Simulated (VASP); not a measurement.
Input of a VASP 6.6.1 run:

File INCAR:

```
SYSTEM = SiC
ALGO = Normal
EDIFF = 1E-7
EDIFFG = -0.005
ENCUT = 600
GGA = PS
IBRION = 2
ISIF = 3
ISMEAR = 0
KPAR = 2
LASPH = .TRUE.
LCHARG = .FALSE.
LREAL = .FALSE.
LWAVE = .FALSE.
NELM = 80
NSW = 90
PREC = Accurate
SIGMA = 0.03
```

Contents of KPOINTS:

```
k-points
0
G
  12 12 3
  0 0 0
```

POSCAR

```
SiC                                     
1.0
    3.0789830386      0.0000000000      0.0000000000
   -1.5394915143      2.6664775311      0.0000000000
    0.0000000000      0.0000000000     10.0795947993
  Si              C             
     4     4
Direct
     0.6666666699999979    0.3333333300000021    0.9378313346310083
     0.3333333300000021    0.6666666699999979    0.4378313346310084
     0.0000000000000000    0.0000000000000000    0.6878993575499718
     0.0000000000000000    0.0000000000000000    0.1878993575499718
     0.6666666699999979    0.3333333300000021    0.7498119035626425
     0.3333333300000021    0.6666666699999979    0.2498119035626425
     0.0000000000000000    0.0000000000000000    0.5004564042563847
     0.0000000000000000    0.0000000000000000    0.0004564042563847
```

Potentials or basis: VASP PAW PBE potentials, release 64 (Si, C).

The run is started by

```bash
$ cat potpaw_PBE.64/Si/POTCAR potpaw_PBE.64/C/POTCAR > POTCAR
$ mpirun -np 2 vasp_std > vasp.out
```

Problem. Predict the band gap on the k mesh.

Solution. 2.11 eV, indirect (least direct gap 3.23 eV).

Final structure:
```
Si C
1.0
     3.07898    0.00000    0.00000
    -1.53949    2.66648    0.00000
     0.00000    0.00000   10.07959
Si C
4 4
Direct
  0.66667 0.33333 0.93783
  0.33333 0.66667 0.43783
  0.00000 0.00000 0.68790
  0.00000 0.00000 0.18790
  0.66667 0.33333 0.74981
  0.33333 0.66667 0.24981
  0.00000 0.00000 0.50046
  0.00000 0.00000 0.00046
```

Caveat: the relaxation stopped at its first step, so nothing moved; an odd mesh through Γ misses points on the zone boundary, where band edges often lie. Expect the measured gap to be larger: semilocal functionals such as PBEsol lack the derivative discontinuity.
